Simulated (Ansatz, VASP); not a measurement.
**SrO: VASP beside Ansatz**

```
Sr O
1.0
     0.13841    2.61331    2.69148
     2.78967    0.08706    2.74282
     2.77389    2.64887    0.10284
Sr O
1 1
Direct
  0.99653 0.99378 0.00045
  0.50347 0.50622 0.49955
```

Change from the starting cell: all atoms moved at random, cell strained at random.

Alike in both runs: task single point; functional PBE; k mesh 8 × 8 × 8; occupations gaussian, width 0.02 eV; no spin polarisation.

```csv
,VASP,Ansatz
version,VASP 6.6.1,Ansatz 0.2.0
potentials or method,"VASP PAW PBE potentials, release 64 (Sr_sv, O)","scalar-relativistic, plane waves, PAW"
plane-wave cutoff (eV),520,420
valence electrons in the cell,16,16
```

Ansatz gave:

```
gap on the k mesh at the Fermi level (eV)       : 3.17
least direct gap on the mesh (eV)               : 3.20
pressure (GPa)                                  : -4.5
largest component of the traceless stress (GPa) : 3.01
rms of the force components (eV/Å)              : 0.032
```

What did VASP give for the same quantities?

gap on the k mesh at the Fermi level (eV): 3.12; least direct gap on the mesh (eV): 3.18; pressure (GPa): -4.1; largest component of the traceless stress (GPa): 3.01; rms of the force components (eV/Å): 0.036.

Atom by atom the forces differ by 0.003 eV/Å (rms over components).

A k mesh can miss the band edges.
